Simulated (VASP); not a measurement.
# C (Fd-3m) in VASP: band structure with HF

Aim: the band structure of C with HF.

Program: VASP 6.6.1. These are calculated values, not measurements. Logs are shortened: lines on timing, memory, paths and dates and some standing lists are left out, and cuts for length are marked.

## (1) The structure

Symmetry: Fd-3m, No. 227, cubic system. The conventional cell has a = 3.573 Å, b = 3.573 Å, c = 3.573 Å, α = 90.00°, β = 90.00°, γ = 90.00°. C (site symmetry -43m) is surrounded by 4 C at 1.55 Å.

This isn't the form of C at room conditions, which is graphite.

## (2) Band structure, HF

Input file POSCAR:

```
C                                       
1.0
    0.0000000000      1.7867095160      1.7867095160
    1.7867095160      0.0000000000      1.7867095160
    1.7867095160      1.7867095160      0.0000000000
  C             
     2
Direct
     0.0000000000000000    0.0000000000000000    0.0000000000000000
     0.2500000000000000    0.2500000000000000    0.2500000000000000
```

Input file INCAR.step1:

```
SYSTEM = C
  ALGO = Normal
  EDIFF = 1E-5
  ENCUT = 520
  GGA = PE
  ISIF = 2
  ISMEAR = 0
  KPAR = 4
  LASPH = .TRUE.
  LCHARG = .FALSE.
  LREAL = .FALSE.
  LWAVE = .TRUE.
  NBANDS = 11
  NELM = 60
  PREC = Accurate
  SIGMA = 0.02
```

Input file INCAR.step2:

```
SYSTEM = C
  AEXX = 1.0
  AGGAC = 0.0
  ALDAC = 0.0
  ALGO = Normal
  EDIFF = 1E-7
  ENCUT = 520
  GGA = PE
  HFRCUT = -1
  ISIF = 2
  ISMEAR = 0
  ISTART = 1
  KPAR = 4
  LASPH = .TRUE.
  LCHARG = .FALSE.
  LHFCALC = .TRUE.
  LREAL = .FALSE.
  LWAVE = .FALSE.
  NBANDS = 11
  NELM = 60
  PREC = Accurate
  PRECFOCK = Fast
  SIGMA = 0.02
```

Input file KPOINTS:

```
k-points
0
G
  8 8 8
  0 0 0
```

Input file KPOINTS_OPT:

```
path GXWKGLUWLK,UX
12
line-mode
reciprocal
 0.0000000000  0.0000000000  0.0000000000  G
 0.5000000000  0.0000000000  0.5000000000  X

 0.5000000000  0.0000000000  0.5000000000  X
 0.5000000000  0.2500000000  0.7500000000  W

 0.5000000000  0.2500000000  0.7500000000  W
 0.3750000000  0.3750000000  0.7500000000  K

 0.3750000000  0.3750000000  0.7500000000  K
 0.0000000000  0.0000000000  0.0000000000  G

 0.0000000000  0.0000000000  0.0000000000  G
 0.5000000000  0.5000000000  0.5000000000  L

 0.5000000000  0.5000000000  0.5000000000  L
 0.6250000000  0.2500000000  0.6250000000  U

 0.6250000000  0.2500000000  0.6250000000  U
 0.5000000000  0.2500000000  0.7500000000  W

 0.5000000000  0.2500000000  0.7500000000  W
 0.5000000000  0.5000000000  0.5000000000  L

 0.5000000000  0.5000000000  0.5000000000  L
 0.3750000000  0.3750000000  0.7500000000  K

 0.6250000000  0.2500000000  0.6250000000  U
 0.5000000000  0.0000000000  0.5000000000  X
```

Potentials or basis: VASP PAW PBE potentials, release 64 (C).

Started as:

```sh
cat potpaw_PBE.64/C/POTCAR > POTCAR
cp INCAR.step1 INCAR
mpirun -np 4 vasp_std > vasp.out
cp INCAR.step2 INCAR
mpirun -np 4 vasp_std > vasp.out
```

OUTCAR:

```text
SYSTEM = C
   AEXX = 1.0
   EDIFF = 1E-7
   ENCUT = 520
   GGA = PE
   ISIF = 2
   ISMEAR = 0
   ISTART = 1
   LASPH = .TRUE.
   LHFCALC = .TRUE.
   LREAL = .FALSE.
   NELM = 60
   PREC = Accurate
   PRECFOCK = Fast

 ion  position               nearest neighbor table
   1  0.000  0.000  0.000-   2 1.55   2 1.55   2 1.55   2 1.55
   2  0.250  0.250  0.250-   1 1.55   1 1.55   1 1.55   1 1.55

  LATTYP: Found a face centered cubic cell.
 ALAT       =     3.5734190320

  Lattice vectors:

 A1 = (   0.0000000000,   1.7867095160,   1.7867095160)
 A2 = (   1.7867095160,   0.0000000000,   1.7867095160)
 A3 = (   1.7867095160,   1.7867095160,   0.0000000000)

Analysis of symmetry for initial positions (statically):
=====================================================================
 Subroutine PRICEL returns:
 Original cell was already a primitive cell.

 Routine SETGRP: Setting up the symmetry group for a
 face centered cubic supercell.

 Subroutine GETGRP returns: Found 48 space group operations
 (whereof 24 operations were pure point group operations)
 out of a pool of 48 trial point group operations.

The static configuration has the point symmetry T_d .
 The point group associated with its full space group is O_h .

Analysis of symmetry for dynamics (positions and initial velocities):
=====================================================================
 Subroutine PRICEL returns:
 Original cell was already a primitive cell.

 Routine SETGRP: Setting up the symmetry group for a
 face centered cubic supercell.

 Subroutine GETGRP returns: Found 48 space group operations
 (whereof 24 operations were pure point group operations)
 out of a pool of 48 trial point group operations.

The dynamic configuration has the point symmetry T_d .
 The point group associated with its full space group is O_h .

 Subroutine INISYM returns: Found 48 space group operations
 (whereof 24 operations are pure point group operations),
 and found     1 'primitive' translations

----------------------------------------------------------------------------------------

                                     Primitive cell

  volume of cell :      11.4075

  direct lattice vectors                    reciprocal lattice vectors
     0.000000000  1.786709516  1.786709516    -0.279844035  0.279844035  0.279844035
     1.786709516  0.000000000  1.786709516     0.279844035 -0.279844035  0.279844035
     1.786709516  1.786709516  0.000000000     0.279844035  0.279844035 -0.279844035

  length of vectors
     2.526788830  2.526788830  2.526788830     0.484704086  0.484704086  0.484704086

  position of ions in fractional coordinates (direct lattice)
     0.000000000  0.000000000  0.000000000
     0.250000000  0.250000000  0.250000000

  ion indices of the primitive-cell ions
   primitive index   ion index
                 1           1
                 2           2

----------------------------------------------------------------------------------------

 KPOINTS: k-points

Automatic generation of k-mesh.
 Grid dimensions read from file:
 generate k-points for:    8    8    8

 Generating k-lattice:

  Cartesian coordinates                     Fractional coordinates (reciprocal lattice)
    -0.034980504  0.034980504  0.034980504     0.125000000  0.000000000  0.000000000
     0.034980504 -0.034980504  0.034980504     0.000000000  0.125000000  0.000000000
     0.034980504  0.034980504 -0.034980504     0.000000000  0.000000000  0.125000000

  Length of vectors
     0.060588011  0.060588011  0.060588011

  Shift w.r.t. Gamma in fractional coordinates (k-lattice)
     0.000000000  0.000000000  0.000000000

 Subroutine IBZKPT returns following result:
 ===========================================

 Found     29 irreducible k-points:

 Following reciprocal coordinates:
            Coordinates               Weight
  0.000000  0.000000  0.000000      1.000000
  0.125000  0.000000  0.000000      8.000000
  0.250000  0.000000  0.000000      8.000000
  0.375000  0.000000  0.000000      8.000000
  0.500000  0.000000  0.000000      4.000000
  0.125000  0.125000  0.000000      6.000000
[... 16 lines left out ...]
  0.500000  0.250000  0.125000     48.000000
 -0.375000  0.250000  0.125000     24.000000
 [... further k-points ...]
   k-points           NKPTS =     29   k-points in BZ     NKDIM =    512   number of bands    NBANDS=     11
   number of dos      NEDOS =    301   number of ions     NIONS =      2
   total plane-waves  NPLWV =   8000
   dimension x,y,z NGX =    20 NGY =   20 NGZ =   20
   dimension x,y,z NGXF=    40 NGYF=   40 NGZF=   40
   ions per type =               2
   NGX,Y,Z   is equivalent  to a cutoff of  13.16, 13.16, 13.16 a.u.
   NGXF,Y,Z  is equivalent  to a cutoff of  26.32, 26.32, 26.32 a.u.
 SYSTEM =  C
   PREC   = accura    normal or accurate (medium, high low for compatibility)
   ISTART =      1    job   : 0-new  1-cont  2-samecut
   ICHARG =      0    charge: 1-file 2-atom 10-const
   ISPIN  =      1    spin polarized calculation?
   LNONCOLLINEAR =      F non collinear calculations
   LSORBIT =      F    spin-orbit coupling
   LASPH  =      T    aspherical Exc in radial PAW
   ENCUT  =  520.0 eV  38.22 Ry    6.18 a.u.   4.70  4.70  4.70*2*pi/ulx,y,z
   NELM   =     60;   NELMIN=  2; NELMDL=  0     # of ELM steps
   EDIFF  = 0.1E-06   stopping-criterion for ELM
   LREAL  =      F    real-space projection
   EDIFFG = 0.1E-05   stopping-criterion for IOM
   NSW    =      0    number of steps for IOM
   IBRION =     -1    ionic relax: 0-MD 1-quasi-New 2-CG
   NFREE  =      0    steps in history (QN), initial steepest desc. (CG)
   ISIF   =      2    stress and relaxation
   ISYM   =      3    0-nonsym 1-usesym 2-fastsym
   POTIM  = 0.5000    time-step for ionic-motion
   TEBEG  =    0.0;   TEEND  =   0.0 temperature during run
   PSTRESS=    0.0 pullay stress
   NELECT =       8.0000    total number of electrons
   NUPDOWN=      -1.0000    fix difference up-down
   EMIN   =  10.00;   EMAX   =-10.00  energy-range for DOS
   EFERMI =   0.00;   METHOD = LEGACY
   ISMEAR =     0;   SIGMA  =   0.02  broadening in eV -4-tet -1-fermi 0-gaus
   EFERMI_NEDOS =   21; number of points for ismear=-14 and -15
   IALGO  =     38    algorithm
   IMIX   =      1    mixing-type and parameters
     AMIX     =   0.40;   BMIX     =  1.00
     AMIX_MAG =   1.60;   BMIX_MAG =  1.00
  volume/ion in A,a.u.               =       5.70        38.49
  Fermi-wavevector in a.u.,A,eV,Ry     =   1.454479  2.748567 28.783261  2.115510
  Thomas-Fermi vector in A             =   2.571625
   LORBIT       =      0    0 simple, 1 ext, 2 COOP (PROOUT), +10 PAW based schemes
   GGA     = PE    functional components
   LHFCALC =     T    Hartree Fock is set to
   PRECFOCK=fast      Normal, Fast or Accurate (Low or Medium for compatibility)
   ENCUT4O =  -1.0   cutoff for four orbital integrals eV
   NKREDX  =     1    reduce k-point grid by
   NKREDY  =     1    reduce k-point grid by
   NKREDZ  =     1    reduce k-point grid by
   AEXX    =    1.0000 exact exchange contribution
   HFSCREEN=    0.0000 screening length (either q_TF or 0.3 A-1)
   HFSCREENC=   0.0000 screening length for correlation (either q_TF or 0.3 A-1)
   ENCUTFOCK=  -1.0 apply spherical cutoff to Coloumb kernel
   IVDW    =     0    specifies the selected vdW correction
   LEPSILON=     F    determine dielectric tensor
   LRPA    =     F    only Hartree local field effects (RPA)
 non-spin polarized calculation
 Gauss-broadening in eV      SIGMA  =   0.02
  energy-cutoff  :      520.00
  volume of cell :       11.41
 maximum number of plane-waves:       331
  NGX = 12; NGY = 12; NGZ = 12

 number of electron       7.9999999 magnetization

 Free energy of the ion-electron system (eV)
  ---------------------------------------------------
  ext. energy  EPLUGINS =         0.00000000
  ---------------------------------------------------
  free energy    TOTEN  =       -30.60655151 eV

  energy without entropy =      -30.60655151  energy(sigma->0) =      -30.60655151

 E-fermi :   7.0530     XC(G=0):   0.0000

 val. band max:        6.8269209541   @ k =   0.0000   0.0000   0.0000
 cond. band min:      19.3643365757   @ k =   0.3750   0.3750   0.0000
 fundamental gap:     12.5374156217
 Fermi energy:         7.0529968877

 k-point     1 :       0.0000    0.0000    0.0000
  band No.  band energies     occupation
      1     -22.3867      2.00000
      2       6.8269      2.00000
      3       6.8269      2.00000
      4       6.8269      2.00000
      5      21.5569      0.00000
      6      21.5569      0.00000
      7      21.5570      0.00000
      8      31.3779      0.00000
      9      36.3878      0.00000
     10      44.0718      0.00000
     11      44.0718      0.00000

 k-point     2 :       0.1250    0.0000    0.0000
  band No.  band energies     occupation
      1     -21.8272      2.00000
      2       3.7442      2.00000
      3       6.0358      2.00000
      4       6.0358      2.00000
      5      22.6430      0.00000
      6      22.6430      0.00000
      7      22.9438      0.00000
      8      31.8722      0.00000
      9      37.3520      0.00000
     10      40.7022      0.00000
     11      40.7022      0.00000

 k-point     3 :       0.2500    0.0000    0.0000
  band No.  band energies     occupation
      1     -20.1433      2.00000
      2      -2.0168      2.00000
      3       4.5756      2.00000
      4       4.5756      2.00000
      5      24.3964      0.00000
      6      24.3964      0.00000
      7      24.4130      0.00000
      8      33.0332      0.00000
      9      38.4947      0.00000
     10      39.6166      0.00000
     11      39.6166      0.00000
[... 267 lines left out ...]
 k-point    23 :       0.5000    0.2500    0.1250
  band No.  band energies     occupation
      1     -16.0243      2.00000
      2      -6.5949      2.00000
      3      -1.5097      2.00000
      4       1.4871      2.00000
      5      24.3079      0.00000
      6      26.3377      0.00000
      7      30.2297      0.00000
      8      31.2058      0.00000
      9      38.5844      0.00000
     10      41.0261      0.00000
     11      45.0598      0.00000

 k-point    24 :      -0.3750    0.2500    0.1250
  band No.  band energies     occupation
      1     -13.6704      2.00000
      2      -9.7820      2.00000
      3      -1.6443      2.00000
      4       0.7216      2.00000
      5      24.5305      0.00000
      6      26.2227      0.00000
      7      31.3315      0.00000
      8      33.5702      0.00000
      9      35.6861      0.00000
     10      43.7438      0.00000
     11      44.9078      0.00000

 [... further k-points ...]

------------------------ aborting loop because EDIFF is reached ----------------------------------------

  FORCE on cell =-STRESS in cart. coord.  units (eV):
  Direction    XX          YY          ZZ          XY          YZ          ZX
  --------------------------------------------------------------------------------------
  -------------------------------------------------------------------------------------
  Total       -0.5826029     -0.5826029     -0.5826029      0.0000000      0.0000000     -0.0000000
  in kB      -81.8260047    -81.8260047    -81.8260047      0.0000000      0.0000000     -0.0000000
  external PRESSURE =     -81.8260047 kB  Pullay stress =       0.0000000 kB

 VOLUME and BASIS-vectors are now :
 -----------------------------------------------------------------------------
  energy-cutoff  :      520.00
  volume of cell :       11.41
      direct lattice vectors                 reciprocal lattice vectors
     0.000000000  1.786709516  1.786709516    -0.279844035  0.279844035  0.279844035
     1.786709516  0.000000000  1.786709516     0.279844035 -0.279844035  0.279844035
     1.786709516  1.786709516  0.000000000     0.279844035  0.279844035 -0.279844035

 POSITION                                       TOTAL-FORCE (eV/Angst)
 -----------------------------------------------------------------------------------
      0.00000      0.00000      0.00000        -0.000000     -0.000000     -0.000000
      0.89335      0.89335      0.89335         0.000000      0.000000      0.000000
 -----------------------------------------------------------------------------------
    total drift:                               -0.000000     -0.000000     -0.000000

  FREE ENERGIE OF THE ION-ELECTRON SYSTEM (eV)
  ---------------------------------------------------
  free  energy   TOTEN  =       -30.6065515122 eV

  energy  without entropy=      -30.6065515122  energy(sigma->0) =      -30.60655151
```

Wall time 4.4 min (4 MPI ranks of Intel Xeon Platinum 8488C (Sapphire Rapids), shared host); peak memory 0.15 GiB.

What came out:

```yaml
Free_energy: -30.6066 eV
Pressure: -8.2 GPa
Band_gap_on_the_k_mesh: 12.54 eV, indirect (least direct gap 14.73 eV)
Band_gap_along_the_path: 12.54 eV, indirect (least direct gap 14.73 eV)
```

Levels at the corners of the path, in eV from the valence-band top:
| point | band 2 | band 3 | band 4 | band 5 | band 6 | band 7 |
| --- | --- | --- | --- | --- | --- | --- |
| Γ | 0.00 | 0.00 | 0.00 | 14.73 | 14.73 | 14.73 |
| X | -17.70 | -8.32 | -8.32 | 13.23 | 13.23 | 29.81 |
| X | -17.70 | -8.32 | -8.32 | 13.23 | 13.23 | 29.81 |
| W | -16.80 | -10.75 | -10.75 | 20.42 | 20.42 | 23.52 |
| W | -16.80 | -10.75 | -10.75 | 20.42 | 20.42 | 23.52 |
| K | -16.27 | -12.04 | -7.09 | 14.37 | 20.84 | 26.48 |
| K | -16.27 | -12.04 | -7.09 | 14.37 | 20.84 | 26.48 |
| Γ | 0.00 | 0.00 | 0.00 | 14.73 | 14.73 | 14.73 |
| Γ | 0.00 | 0.00 | 0.00 | 14.73 | 14.73 | 14.73 |
| L | -17.86 | -3.74 | -3.74 | 18.28 | 18.28 | 18.37 |
| L | -17.86 | -3.74 | -3.74 | 18.28 | 18.28 | 18.37 |
| U | -16.27 | -12.04 | -7.09 | 14.37 | 20.84 | 26.48 |
| U | -16.27 | -12.04 | -7.09 | 14.37 | 20.84 | 26.48 |
| W | -16.80 | -10.75 | -10.75 | 20.42 | 20.42 | 23.52 |
| W | -16.80 | -10.75 | -10.75 | 20.42 | 20.42 | 23.52 |
| L | -17.86 | -3.74 | -3.74 | 18.28 | 18.28 | 18.37 |
| L | -17.86 | -3.74 | -3.74 | 18.28 | 18.28 | 18.37 |
| K | -16.27 | -12.04 | -7.09 | 14.37 | 20.84 | 26.48 |
| U | -16.27 | -12.04 | -7.09 | 14.37 | 20.84 | 26.48 |
| X | -17.70 | -8.32 | -8.32 | 13.23 | 13.23 | 29.81 |

Caveat: the PAW data sets were made with another functional, which shifts forces and pressure a little.
